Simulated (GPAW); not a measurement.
The system is Ti3Ni.

```
Ni Ti
1.0
     3.93518    0.00000    0.00000
     0.00000    3.93518    0.00000
     0.00000    0.00000    3.93518
Ni Ti
1 3
Direct
  0.00000 0.00000 0.00000
  0.50000 0.50000 0.00000
  0.50000 0.00000 0.50000
  0.00000 0.50000 0.50000
```

The cell comes from a database or a generator and needn't be the stable form of this composition.

| Quantity | Value |
| --- | --- |
| Program | GPAW 26.7.0 |
| Task | relaxation of cell and atoms |
| Functional | PBEsol |
| Potentials or basis | PAW data sets generated in the run's folder for this functional |
| Cutoff | 600 eV |
| Basis | pw |
| k mesh | 5 × 5 × 5 |
| Occupations | fermi-dirac, width 0.05 eV |
| Spin | collinear spin, ferromagnetic start |
| Starting moments | [1.0, 1.0, 1.0, 1.0] μB |

At the start: pressure -4.9 GPa; volume 15.23 Å³/atom.

**Question.** Where does the relaxation end?

**Answer.** Over 3 steps the energy falls by 5.9 meV/atom and the volume is 14.66 Å³/atom (-3.8 %); space group Pm-3m (No. 221, to 0.05 Å); moment 0.00 μB per cell.

Step by step:
| step | energy change (eV) | largest force (eV/Å) | pressure (GPa) | volume (Å³) |
| --- | --- | --- | --- | --- |
| 1 | 0.0000 | 0.0000 | -4.89 | 60.94 |
| 2 | -0.0075 | 0.0000 | -4.28 | 60.64 |
| 3 | -0.0236 | 0.0000 | 0.17 | 58.64 |

Final structure:
```
Ni Ti
1.0
     3.88514    0.00000    0.00000
     0.00000    3.88514    0.00000
     0.00000    0.00000    3.88514
Ni Ti
1 3
Direct
  0.00000 0.00000 0.00000
  0.50000 0.50000 0.00000
  0.50000 0.00000 0.50000
  0.00000 0.50000 0.50000
```

Caveat: each step starts from the last one's moments, so a moment once lost doesn't come back; the stock nickel data set gives pressures a few GPa off other programs; later steps reuse the first step's grids.
